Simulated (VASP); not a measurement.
## How uniaxial stress along [001] changes BP (F-43m)

Wanted: the response of BP to uniaxial stress along [001], as a table, with a fit that predicts a row left out.

Main program and level: VASP 6.6.1; LDA; plane waves and PAW (B, P), in the first sound run; inputs show where later runs differ.

**1. The structure**

It takes space group F-43m (No. 216, cubic). The conventional cell has a = 4.538 Å, b = 4.538 Å, c = 4.538 Å, α = 90.00°, β = 90.00°, γ = 90.00°. Nearest to B lie 4 P at 1.97 Å. P has 4 B at 1.97 Å nearest. Farther neighbours are not listed.

As a file:

```cif
data_structure
_symmetry_space_group_name_H-M 'F-43m'
_symmetry_Int_Tables_number 216
_cell_length_a 4.5380
_cell_length_b 4.5380
_cell_length_c 4.5380
_cell_angle_alpha 90.000
_cell_angle_beta 90.000
_cell_angle_gamma 90.000
_cell_volume 93.45
loop_
_atom_site_label
_atom_site_type_symbol
_atom_site_symmetry_multiplicity
_atom_site_Wyckoff_symbol
_atom_site_fract_x
_atom_site_fract_y
_atom_site_fract_z
_atom_site_occupancy
B1 B 4 a 0.00000 0.00000 0.00000 1
P1 P 4 d 0.25000 0.25000 0.75000 1
```

**2. Relax the crystal, LDA**

The series starts from the cell that this level prefers, so that zero strain is near zero stress.

This step took 2 runs in a row; the last is shown.

Level: LDA; plane waves and PAW (B, P).

Contents of INCAR:

```
SYSTEM = BP
PREC = Accurate
ENCUT = 480
EDIFF = 1E-07
NELM = 120
ISMEAR = 0
SIGMA = 0.02
LREAL = .FALSE.
ALGO = Normal
GGA = CA
NBANDS = 10
LASPH = .TRUE.
LORBIT = 11
LWAVE = .FALSE.
LCHARG = .FALSE.
KPAR = 12
IBRION = 2
NSW = 40
ISIF = 3
EDIFFG = -0.005
POTIM = 0.4
```

Contents of POSCAR:

```
BP
1.0
    0.0000000000      2.2448005768      2.2448005768
    2.2448005768      0.0000000000      2.2448005768
    2.2448005768      2.2448005768      0.0000000000
B P
1 1
Direct
    0.0000000000      0.0000000000      0.0000000000
    0.2500000000      0.2500000000      0.2500000000
```

Contents of KPOINTS:

```
Automatic mesh
0
Gamma
11 11 11
0 0 0
```

PAW data sets: B and P (LDA family, release 64).

Command:

```
> mpirun -np 12 vasp_std
```

What it wrote:

```text
[banner, memory and clock lines left out]
running   12 mpi-ranks, on    1 nodes
[...]
|                                                                             |
|           W    W    AA    RRRRR   N    N  II  N    N   GGGG   !!!           |
|           W    W   A  A   R    R  NN   N  II  NN   N  G    G  !!!           |
|           W    W  A    A  R    R  N N  N  II  N N  N  G       !!!           |
|           W WW W  AAAAAA  RRRRR   N  N N  II  N  N N  G  GGG   !            |
|           WW  WW  A    A  R   R   N   NN  II  N   NN  G    G                |
|           W    W  A    A  R    R  N    N  II  N    N   GGGG   !!!           |
|                                                                             |
|     For optimal performance we recommend to set                             |
|       NCORE = 2 up to number-of-cores-per-socket                            |
|     NCORE specifies how many cores store one orbital (NPAR=cpu/NCORE).      |
|     This setting can greatly improve the performance of VASP for DFT.       |
[...]
|     Unfortunately you need to use the default for GW and RPA                |
|     calculations (for HF NCORE is supported but not extensively tested      |
|     yet).                                                                   |
|                                                                             |

 LDA part: xc-table for (Slater(with rela. corr.)+CA(PZ))
 , standard interpolation
 POSCAR, INCAR and KPOINTS ok, starting setup
[...]
entering main loop
       N       E                     dE             d eps       ncg     rms          rms(c)
DAV:   1     0.771284084350E+01    0.77128E+01   -0.39718E+03  1120   0.680E+02
DAV:   2    -0.147837503994E+02   -0.22497E+02   -0.21399E+02  1566   0.111E+02
DAV:   3    -0.152987166902E+02   -0.51497E+00   -0.51420E+00  1370   0.160E+01
DAV:   4    -0.153005216122E+02   -0.18049E-02   -0.18045E-02  1412   0.108E+00
[...]
DAV:  11    -0.143991051354E+02   -0.18618E-05   -0.59788E-06  1404   0.135E-02    0.373E-02
DAV:  12    -0.143991048169E+02    0.31848E-06   -0.19057E-06  1274   0.627E-03    0.890E-03
DAV:  13    -0.143991048240E+02   -0.71290E-08   -0.64782E-08   640   0.170E-03
   1 F= -.14399105E+02 E0= -.14399105E+02  d E =-.143991E+02
[...]
reached required accuracy - stopping structural energy minimisation
```

It took 4 s on 12 MPI ranks of Intel Xeon Platinum 8488C (Sapphire Rapids), shared host; peak memory 1.4 GiB; 15 s of CPU time.

Lines that name or quote the potential files are left out of all logs, and their timing lines are given in words.

OUTCAR, selected parts (step 2):

```text
  Total        0.0006740      0.0006740      0.0006740     -0.0000000      0.0000000      0.0000000
  in kB        0.0477294      0.0477294      0.0477294     -0.0000000      0.0000000      0.0000000
  external PRESSURE =       0.0477294 kB  Pullay stress =       0.0000000 kB

 POSITION                                       TOTAL-FORCE (eV/Angst)
 -----------------------------------------------------------------------------------
      0.00000      0.00000      0.00000        -0.000000     -0.000000     -0.000000
      1.12240      1.12240      1.12240         0.000000      0.000000      0.000000
 -----------------------------------------------------------------------------------
    total drift:                                0.000000      0.000000      0.000000

  FREE ENERGIE OF THE ION-ELECTRON SYSTEM (eV)
  ---------------------------------------------------
  free  energy   TOTEN  =       -14.3991048240 eV

  energy  without entropy=      -14.3991048240  energy(sigma->0) =      -14.39910482

 reached required accuracy - stopping structural energy minimisation

[... 3 further parts left out ...]
[key lines of the parts left out:]
E-fermi :   7.8723
```

Numbers from this step:

| Property | Result |
| --- | --- |
| energy(sigma→0) of the program | -14.3991 eV |
| stress, compression positive | xx, yy, zz 0.00, 0.00, 0.00 GPa |
| volume | 22.624 Å³ |
| ionic steps | 1 |

**3. Strain across the axis, LDA**

One member in full: the axis is strained by -1 %, and the two directions across it are strained alike until their mean stress is under 0.012 GPa or five steps are spent.

This step took 3 runs, each at a new trial strain with the atoms of the one before; the last is shown.

Level: LDA; plane waves and PAW (B, P); cell typed or built by script.

INCAR, as its differences from that of step 2:

```diff
@@ -15,7 +15,7 @@
 LCHARG = .FALSE.
-KPAR = 12
-IBRION = 2
-NSW = 40
-ISIF = 3
-EDIFFG = -0.005
-POTIM = 0.4
+KPAR = 3
+IBRION = 1
+NSW = 25
+ISIF = 2
+EDIFFG = -0.004
+POTIM = 0.3
```

Contents of POSCAR:

```
BP
1.0
    0.0000000000      2.2492266770      2.2223525710
    2.2492266770      0.0000000000      2.2223525710
    2.2492266770      2.2492266770      0.0000000000
B P
1 1
Direct
    0.0000000000      0.0000000000      0.0000000000
    0.2500000000      0.2500000000      0.2500000000
```

KPOINTS is that of step 2.

Command:

```
> mpirun -np 3 vasp_std
```

What it wrote:

```text
[banner, memory and clock lines left out]
running    3 mpi-ranks, on    1 nodes
[...]
LDA part: xc-table for (Slater(with rela. corr.)+CA(PZ))
 , standard interpolation
 POSCAR, INCAR and KPOINTS ok, starting setup
[...]
entering main loop
       N       E                     dE             d eps       ncg     rms          rms(c)
DAV:   1     0.663923285070E+01    0.66392E+01   -0.39021E+03  2520   0.676E+02
DAV:   2    -0.147798306505E+02   -0.21419E+02   -0.20347E+02  3556   0.108E+02
DAV:   3    -0.153107220266E+02   -0.53089E+00   -0.52948E+00  3076   0.158E+01
DAV:   4    -0.153129100946E+02   -0.21881E-02   -0.21878E-02  3132   0.115E+00
[...]
DAV:  11    -0.143967518427E+02   -0.18230E-05   -0.58185E-06  3118   0.134E-02    0.375E-02
DAV:  12    -0.143967515380E+02    0.30479E-06   -0.18574E-06  2848   0.621E-03    0.891E-03
DAV:  13    -0.143967515449E+02   -0.69765E-08   -0.61849E-08  1450   0.168E-03
   1 F= -.14396752E+02 E0= -.14396752E+02  d E =-.143968E+02
 BRION: g(F)=  0.229E-48 g(S)=  0.000E+00
 reached required accuracy - stopping structural energy minimisation
```

Wall time 6.2 s (3 MPI ranks); peak memory 0.37 GiB.

From OUTCAR (step 3):

```text
  Total       -0.0001031     -0.0001031      0.4572882      0.0000000     -0.0000000      0.0000000
  in kB       -0.0073454     -0.0073454     32.5830062      0.0000000     -0.0000000      0.0000000
  external PRESSURE =      10.8561051 kB  Pullay stress =       0.0000000 kB

 POSITION                                       TOTAL-FORCE (eV/Angst)
 -----------------------------------------------------------------------------------
      0.00000      0.00000      0.00000        -0.000000     -0.000000     -0.000000
      1.12461      1.12461      1.11118         0.000000      0.000000      0.000000
 -----------------------------------------------------------------------------------
    total drift:                                0.000000      0.000000     -0.000000

  FREE ENERGIE OF THE ION-ELECTRON SYSTEM (eV)
  ---------------------------------------------------
  free  energy   TOTEN  =       -14.3967515449 eV

  energy  without entropy=      -14.3967515449  energy(sigma->0) =      -14.39675154

[... 1 part as in an earlier step ...]

[... 3 further parts left out ...]
[key lines of the parts left out:]
E-fermi :   8.0742
```

Numbers from this step:

| Quantity | Value |
| --- | --- |
| energy(sigma→0) of the program | -14.3968 eV |
| stress, compression positive | xx, yy, zz 0.00, 0.00, 3.26 GPa |
| ionic steps | 1 |

**4. Band edges, TB-mBJ with spin-orbit coupling**

Short lines in KPOINTS_OPT sample the zone centre along and across the axis, for masses, and the other valleys.

Level: TB-mBJ, spin-orbit coupling; plane waves and PAW (B, P); cell typed or built by script.

TB-mBJ has no energy functional, so the total energy, stress and pressure in this output mean nothing.

Contents of INCAR:

```
SYSTEM = BP
PREC = Accurate
ENCUT = 480
EDIFF = 1E-06
NELM = 150
ISMEAR = 0
SIGMA = 0.02
LREAL = .FALSE.
ALGO = Normal
METAGGA = MBJ
LASPH = .TRUE.
LNONCOLLINEAR = .TRUE.
MAGMOM = 0 0 0 0 0 0
NBANDS = 18
GGA_COMPAT = .FALSE.
LSORBIT = .TRUE.
LWAVE = .FALSE.
LCHARG = .FALSE.
KPAR = 3
```

POSCAR is that of step 3.

Contents of KPOINTS:

```
Automatic mesh
0
Gamma
9 9 9
0 0 0
```

Contents of KPOINTS_OPT:

```
Line mode
6
Line-mode
Reciprocal
  0.00000000   0.00000000   0.00000000
  0.01768492   0.01768492   0.00000000

  0.00000000   0.00000000   0.00000000
 -0.00000000  -0.01789878  -0.01789878

  0.31000000   0.31000000   0.00000000
  0.50000000   0.50000000   0.00000000

  0.00000000   0.31000000   0.31000000
  0.00000000   0.50000000   0.50000000

  0.45000000   0.45000000   0.45000000
  0.50000000   0.50000000   0.50000000

  0.45000000   0.00000000   0.00000000
  0.50000000   0.00000000   0.00000000

  0.42500000   0.42500000   0.00000000
  0.42500000   0.44289878   0.01789878

  0.50000000   0.50000000   0.50000000
  0.48734365   0.51265635   0.50000000
```

Command:

```
> mpirun -np 3 vasp_ncl
```

What it wrote:

```text
[banner, memory and clock lines left out]
running    3 mpi-ranks, on    1 nodes
[...]
|                                                                             |
|               ----> ADVICE to this user running VASP <----                  |
|                                                                             |
|     You enforced a specific xc type in the INCAR file but a different       |
|     [... a line on the potential file left out ...]
|     I HOPE YOU KNOW WHAT YOU ARE DOING!                                     |
|                                                                             |

 LDA part: xc-table for (None), standard interpolation
 POSCAR, INCAR and KPOINTS ok, starting setup
[...]
entering main loop
       N       E                     dE             d eps       ncg     rms          rms(c)
DAV:   1     0.857467679800E+01    0.85747E+01   -0.33328E+03  4140   0.759E+02
DAV:   2    -0.174038552726E+02   -0.25979E+02   -0.23723E+02  5770   0.141E+02
DAV:   3    -0.184104664034E+02   -0.10066E+01   -0.99787E+00  5220   0.232E+01
DAV:   4    -0.184146375097E+02   -0.41711E-02   -0.41692E-02  5092   0.179E+00
[...]
DAV:  28    -0.155699516758E+02   -0.43579E-05   -0.46562E-12  2112   0.211E-05    0.349E-05
DAV:  29    -0.155699563638E+02   -0.46880E-05   -0.62089E-12  2112   0.212E-05    0.540E-06
DAV:  30    -0.155699567743E+02   -0.41044E-06   -0.11499E-12  2112   0.144E-05
   1 F= -.15569957E+02 E0= -.15569957E+02  d E =-.278509E-44  mag=    -0.0000     0.0000     0.0000
 Start KPOINTS_OPT (optional k-point list driver)
k-point batch [1-48\48]
       N       E                     dE             ncg
DAV:   1     0.223190514462E+04   -0.84030E+04     1728
DAV:   2     0.848681229189E+03   -0.13832E+04     2428
DAV:   3     0.799291061700E+03   -0.49390E+02     2170
DAV:   4     0.799062605154E+03   -0.22846E+00     2126
DAV:   5     0.799060931411E+03   -0.16737E-02     2160
DAV:   6     0.799060911512E+03   -0.19899E-04     2102
DAV:   7     0.799060911206E+03   -0.30622E-06     1774
```

Elapsed: 62 s, on 3 MPI ranks; peak memory 0.84 GiB.

OUTCAR, selected parts (step 4):

```text
  LATTYP: Found a body centered tetragonal cell.
 ALAT       =     3.1808868715
 C/A-ratio  =     1.3973163214

 Subroutine GETGRP returns: Found  8 space group operations
 (whereof  8 operations were pure point group operations)

The static configuration has the point symmetry D_2d.

 Found    115 irreducible k-points:

   k-points           NKPTS =    115   k-points in BZ     NKDIM =    115   number of bands    NBANDS=     18

   dimension x,y,z NGX =    24 NGY =   24 NGZ =   24
   dimension x,y,z NGXF=    48 NGYF=   48 NGZF=   48

   ENCUT  =  480.0 eV  35.28 Ry    5.94 a.u.   5.65  5.65  5.68*2*pi/ulx,y,z

   NELECT =       8.0000    total number of electrons

 E-fermi :   7.8917

 k-point     1 :       0.0000    0.0000    0.0000
  band No.  band energies     occupation
    ...
      4       7.5491      1.00000
      5       7.5793      1.00000
      6       7.5793      1.00000
      7       7.7003      1.00000
      8       7.7003      1.00000
      9      11.8904      0.00000
     10      11.8904      0.00000
     11      11.9577      0.00000
     12      11.9577      0.00000
     13      11.9793      0.00000
    ...

 k-point     2 :       0.1111    0.0000    0.0000
  band No.  band energies     occupation
    ...
      4       6.1507      1.00000
      5       7.2361      1.00000
      6       7.2363      1.00000
      7       7.3406      1.00000
      8       7.3419      1.00000
      9      12.3318      0.00000
     10      12.3506      0.00000
     11      12.4286      0.00000
     12      12.4442      0.00000
     13      12.4614      0.00000
    ...

  Total        2.7097879      2.7097879      3.3495104      0.0000000     -0.0000000     -0.0000000
  in kB      193.0796359    193.0796359    238.6615776      0.0000000     -0.0000000     -0.0000000
  external PRESSURE =     208.2736165 kB  Pullay stress =       0.0000000 kB

 POSITION                                       TOTAL-FORCE (eV/Angst)
 -----------------------------------------------------------------------------------
      0.00000      0.00000      0.00000        -0.000000      0.000000      0.000000
      1.12461      1.12461      1.11118         0.000000     -0.000000     -0.000000
 -----------------------------------------------------------------------------------
    total drift:                                0.000000      0.000000     -0.000000

  FREE ENERGIE OF THE ION-ELECTRON SYSTEM (eV)
  ---------------------------------------------------
  free  energy   TOTEN  =       -15.5699567743 eV

  energy  without entropy=      -15.5699567743  energy(sigma->0) =      -15.56995677

 Spin-Orbit-Coupling matrix elements
 Ion:    1  E_soc:     -0.0000036
 Ion:    2  E_soc:     -0.0008109

[... 1 part as in an earlier step ...]

[... 7 further parts left out ...]
```

(Continued in part 2 of 2.)

[Lines on the potential files, build, host, timing and source positions are cut from VASP's logs without a mark.]

[Logs are printed without paths, hosts, clocks, repeated set-up lines and the standing remarks that a program may print on its own settings, such as how far it seeks lower states.]

[Hosts, paths, dates, database ids (printed as entryN), source tags and the programs' standing remarks are cut or masked in the printed files.]

[In band tables of VASP the shares of atoms and orbitals are scaled to a sum of 1 inside the atoms' spheres.]
